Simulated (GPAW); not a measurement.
# CoO (R3m) in GPAW: equation of state

How stiff is CoO in PBE, and what volume does it want? The cell is scaled to several volumes.

Program: GPAW 26.7.0. These are calculated values, not measurements. Logs are shortened: lines on timing, memory, paths and dates and some standing lists are left out, and cuts for length are marked. The log counts tension as positive stress, the text compression.

### 1 Starting point

It takes space group R3m (No. 160, trigonal). Conventional cell: a = 3.204 Å, b = 3.204 Å, c = 7.699 Å, α = 90.00°, β = 90.00°, γ = 120.00°. Around Co (site symmetry 3m) lie 4 O at 1.91 to 1.96 Å. O (site symmetry 3m) is surrounded by 4 Co at 1.91 to 1.96 Å.

Measurements of this composition are mostly on another form, of space group No. 225.

### 2 Equation of state, PBE, collinear spin, ferromagnetic start

Input file run.py:

```python
from ase.eos import EquationOfState
from ase.io import Trajectory, read
from ase.units import GPa
from gpaw import GPAW, PW

atoms = read('CoO.xyz')
atoms.set_initial_magnetic_moments([2.0, 0.0])

traj = Trajectory('eos.traj', 'w')
volumes, energies = [], []
for x in [0.94, 0.96, 0.98, 1.0, 1.02, 1.04, 1.06]:
    a = atoms.copy()
    a.set_cell(atoms.cell * x**(1 / 3), scale_atoms=True)
    calc = GPAW(mode=PW(800),
                xc='PBE',
                kpts={'size': (10, 10, 10), 'gamma': True},
                occupations={'name': 'fermi-dirac', 'width': 0.05},
                nbands=17,
                convergence={'density': 1e-05, 'energy': 1e-05},
                maxiter=150,
                txt=f'eos-{x:.2f}.txt')
    a.calc = calc
    energies.append(a.get_potential_energy(force_consistent=True))
    volumes.append(a.get_volume())
    p = -a.get_stress()[:3].mean() / GPa
    calc.write(f'eos-{x:.2f}.gpw')
    traj.write(a)
    print(f'{x:.2f} {volumes[-1]:10.4f} A^3 {energies[-1]:14.6f} eV {p:9.3f} GPa', flush=True)

v0, e0, B = EquationOfState(volumes, energies, eos='birchmurnaghan').fit()
print(f'V0 = {v0:.4f} A^3, E0 = {e0:.6f} eV, B0 = {B / GPa:.2f} GPa')
```

Input file CoO.xyz:

```xyz
2
Lattice="1.6022198417 0.9250420569 2.5664708903 -1.6022198417 0.9250420569 2.5664708903 0.0000000000 -1.8500841138 2.5664708903" Properties=species:S:1:pos:R:3 pbc="T T T"
Co     0.0000000000      0.0000000000      7.6915463350
O      0.0000000000      0.0000000000      5.7824208345
```

Potentials or basis: GPAW PAW data sets (gpaw-data 1.2.1), pw.

Command:

```console
$ OMP_NUM_THREADS=1 python run.py
```

The log of the run:

```text
__  _  _
 | _ |_)|_||  |
 |__||  | ||/\| - 26.7.0

Input parameters:
  mode=PW(ecut=800.0),
  convergence={'density': 1e-05, 'energy': 1e-05},
  kpts=MonkhorstPack(size=(10, 10, 10), gamma=True),
  maxiter=150,
  nbands=17,
  occupations=Occupations(name='fermi-dirac', width=0.05),
  xc=XC(name='PBE')

Diagonalizing LCAO Hamiltonian
Converting LCAO to pw mode

       Co

       O

Atoms  # Å, Bohr magnetons
|   | symbol |         x |         y |        z |    initial magnetic moments |
|---|--------|-----------|-----------|----------|-----------------------------|
| 0 |     Co | -0.000000 | -0.000000 | 7.534532 | ( 0.0000,  0.0000,  2.0000) |
| 1 |      O | -0.000000 | -0.000000 | 5.664379 | ( 0.0000,  0.0000,  0.0000) |

Unit cell  # Å
| periodic |         x |         y |        z |  lengths |    angles |
|----------|-----------|-----------|----------|----------|-----------|
|      yes |  1.569512 |  0.906158 | 2.514079 | 3.099207 | 60.851823 |
|      yes | -1.569512 |  0.906158 | 2.514079 | 3.099207 | 60.851823 |
|      yes |  0.000000 | -1.812317 | 2.514079 | 3.099207 | 60.851823 |

Number of symmetries: 6
Symmetry operations  # r_c * U_cc + t_c -> r_c
|   | kind |            matrix            |
|---|------|------------------------------|
| 0 |  E   |  1, 0, 0,  0, 1, 0,  0, 0, 1 |
| 1 |  σ   |  1, 0, 0,  0, 0, 1,  0, 1, 0 |
| 2 |  σ   |  0, 1, 0,  1, 0, 0,  0, 0, 1 |
| 3 |  C3  |  0, 1, 0,  0, 0, 1,  1, 0, 0 |
| 4 |  C3  |  0, 0, 1,  1, 0, 0,  0, 1, 0 |
| 5 |  σ   |  0, 0, 1,  0, 1, 0,  1, 0, 0 |

BZ-sampling:
  Number of BZ points: 1000
  Number of IBZ points: 116

  Monkhorst-Pack size: [10, 10, 10]
  Monkhorst-Pack shift: [0.05, 0.05, 0.05]

K-points  # in reciprocal-cell coordinates
|     |                                coordinates |     weight |
|-----|--------------------------------------------|------------|
|   0 | (  0.00000000,   0.00000000,   0.00000000) | 0.00100000 |
|   1 | (  0.10000000,   0.00000000,  -0.10000000) | 0.00600000 |
|   2 | (  0.10000000,   0.00000000,   0.00000000) | 0.00600000 |
|   3 | (  0.10000000,   0.10000000,  -0.10000000) | 0.00600000 |
|   4 | (  0.10000000,   0.10000000,   0.00000000) | 0.00600000 |
|   5 | (  0.10000000,   0.10000000,   0.10000000) | 0.00200000 |
|   6 | (  0.20000000,  -0.10000000,  -0.10000000) | 0.00600000 |
|   7 | (  0.20000000,   0.00000000,  -0.20000000) | 0.00600000 |
|   8 | (  0.20000000,   0.00000000,  -0.10000000) | 0.01200000 |
|   9 | (  0.20000000,   0.00000000,   0.00000000) | 0.00600000 |
| ... |                                            |            |
| 115 | (  0.50000000,   0.50000000,   0.50000000) | 0.00100000 |

Plane wave coefficients: 1128
Cutoff: 800.0 eV

Spin-components: 2 (collinear spins)
Bands:           17
Projectors:      11
Spin-degeneracy: 1
Datatype:        complex128

Density:
  Valence electrons: 15.0
  Components: 2
  Grid points: [21 21 21]
  Charge: 0.0  # |e|

Potential:
  Grid points: [21 21 21]

species:
  Co:
    name:    Cobalt
    Z:       27.0
    valence: 9
    core:    18
    charge:  0.0  # [|e|]
    compensation charges:
      type: gauss
      rc: 0.32  # [Å]
      lmax: 2
    cutoffs:
      filter: 1.87  # [Å]
      core: 2.55  # [Å]
    projectors
    | kind |    occ | energy [eV] | rcut [Å] |
    |------|--------|-------------|----------|
    |   4s |  2.000 |      -5.469 |    1.005 |
    |   4p |  0.000 |      -1.277 |    1.058 |
    |   3d |  7.000 |      -8.205 |    1.005 |
    |    s |        |      21.742 |    1.005 |
    |    p |        |      25.934 |    1.058 |
    |    d |        |      19.007 |    1.005 |

    Using partial waves for Co as LCAO basis

  O:
    name:    Oxygen
    Z:       8.0
    valence: 6
    core:    2
    charge:  0.0  # [|e|]
    compensation charges:
      type: gauss
      rc: 0.21  # [Å]
      lmax: 2
    cutoffs:
      filter: 1.17  # [Å]
      core: 0.83  # [Å]
    projectors
    | kind |    occ | energy [eV] | rcut [Å] |
    |------|--------|-------------|----------|
    |   2s |  2.000 |     -23.961 |    0.688 |
    |   2p |  4.000 |      -9.029 |    0.598 |
    |    s |        |       3.251 |    0.688 |
    |    p |        |      18.182 |    0.598 |
    |    d |        |       0.000 |    0.619 |

    Using partial waves for O as LCAO basis

Reference energy: -39943.562207  # eV

eigensolver:
  PPCG
  Converge bands: occupied
  niter=2

density mixing:
  MSR1-Mixer
  Pratt-step length: 0.05
  Maximum mixing coefficient: 0.75
  Old densities: 10
  SVD Regularization: 0.005
  Good broyden scale: 1.0
  Trust region scale: 1.0
  Backstep threshold: 4.0
  History deletion threshold: 6.0
  Fourier metric: weight=20.0, sigma=0.015

occupation numbers:
  Fermi-Dirac:
    width: 0.0500  # eV

poisson solver:
  ecut: 6400.0  # eV

xc functional:
[... 7 lines left out ...]

SCF iterations
|iter     | |      energy | eigst |  dens |  magmom |
|---------|-|-------------|-------|-------|---------|
|iter:   1| |  -15.321016 | +0.05 |       |  +2.0015|
|iter:   2| |  -15.114053 | -1.92 | -0.85 |  +2.0263|
|iter:   3| |  -14.669224 | -1.72 | -0.91 |  +2.1248|
|iter:   4| |  -14.698876 | -2.79 | -1.40 |  +2.1391|
|iter:   5| |  -14.730707 | -2.92 | -1.65 |  +2.1633|
|iter:   6| |  -14.735139 | -3.98 | -2.17 |  +2.1954|
|iter:   7| |  -14.739006 | -3.37 | -2.29 |  +2.2969|
|iter:   8| |  -14.739991 | -4.53 | -2.39 |  +2.3438|
|iter:   9| |  -14.740105 | -4.59 | -2.67 |  +2.3808|
|iter:  10| |  -14.740119c| -4.66 | -2.60 |  +2.3911|
|iter:  11| |  -14.740097c| -6.16 | -3.33 |  +2.3927|
|iter:  12| |  -14.740076c| -6.54 | -3.66 |  +2.3936|
|iter:  13| |  -14.740072c| -7.78c| -4.26 |  +2.3928|
|iter:  14| |  -14.740071c| -7.79c| -4.76 |  +2.3931|
|iter:  15| |  -14.740071c| -8.48c| -5.47c|  +2.3930|

Converged in 15 steps
Energy contributions relative to reference atoms: (reference = -39943.562207)

Energy contributions:
  Kinetic:          29.598844
  Coulomb:         -26.624978
  Zero:              0.140047
  External:          0.000000
  Xc:              -17.844753
  Entropy:          -0.018462
  Spinorbit:         0.000000
  ----------------------------
  Free energy:     -14.749302
  Extrapolated:    -14.740071

dipole moment: (0.000000, -0.000000, 22.124791)  # |e|*Ang

Total magnetic moment: (0.000000, 0.000000, 2.393042)

Local magnetic moments
|        x |        y |        z |
|----------|----------|----------|
| 0.000000 | 0.000000 | 2.050052 |  # Co   0
| 0.000000 | 0.000000 | 0.183613 |  # O    1

Fermi level: 7.507
Eigenvalues  # (at kpt = [0.000, 0.000, 0.000])
| band index |      eig [eV] | occ [0-1] |      eig [eV] | occ [0-1] |
|------------|---------------|-----------|---------------|-----------|
|          0 |       -13.082 |     1.000 |       -12.675 |     1.000 |
|          1 |         0.923 |     1.000 |         1.908 |     1.000 |
|          2 |         0.971 |     1.000 |         1.996 |     1.000 |
|          3 |         0.971 |     1.000 |         1.996 |     1.000 |
|          4 |         5.425 |     1.000 |         6.856 |     1.000 |
|          5 |         5.425 |     1.000 |         6.858 |     1.000 |
|          6 |         7.722 |     0.013 |         8.148 |     0.000 |
|          7 |         8.045 |     0.000 |        10.198 |     0.000 |
|          8 |         8.045 |     0.000 |        10.201 |     0.000 |
|          9 |         8.222 |     0.000 |        10.272 |     0.000 |
|         10 |        21.947 |     0.000 |        22.348 |     0.000 |
|         11 |        21.947 |     0.000 |        22.349 |     0.000 |
|         12 |        22.561 |     0.000 |        22.957 |     0.000 |
|         13 |        28.167 |     0.000 |        28.488 |     0.000 |
|        ... |               |           |               |           |
|         16 |        28.640 |     0.000 |        29.109 |     0.000 |

No gap
No difference between direct/indirect transitions

Stress tensor  # eV/Ang^3
|         x |         y |         z |
|-----------|-----------|-----------|
| -0.037936 |  0.000000 | -0.000000 |
|  0.000000 | -0.037936 | -0.000000 |
| -0.000000 | -0.000000 | -0.080278 |

# Writing to eos-0.94.gpw (mode='')
```

Wall time 17 min (1 thread of Intel Xeon Platinum 8375C at 2.90GHz (Ice Lake), shared host); peak memory 0.31 GiB.

What came out:

| Item | Value |
| --- | --- |
| Equilibrium volume | 11.52 Å³/atom (rough: see the caveat) |
| Bulk modulus at fixed shape and positions | 120 GPa (rough) |

Energy against volume, from the lowest point:
```
volume (Å³/atom)  energy (meV/atom)
          10.727              20.76
          10.955              10.26
          11.183               3.34
          11.411               0.00
          11.640               0.13
          11.868               3.59
          12.096              10.13
```

Caveat: the fit is doubtful: noisy points or a state that changes with volume; the cell was scaled at fixed shape and fractional positions, which overstates the stiffness of a crystal with free parameters, most of all of layers and chains.
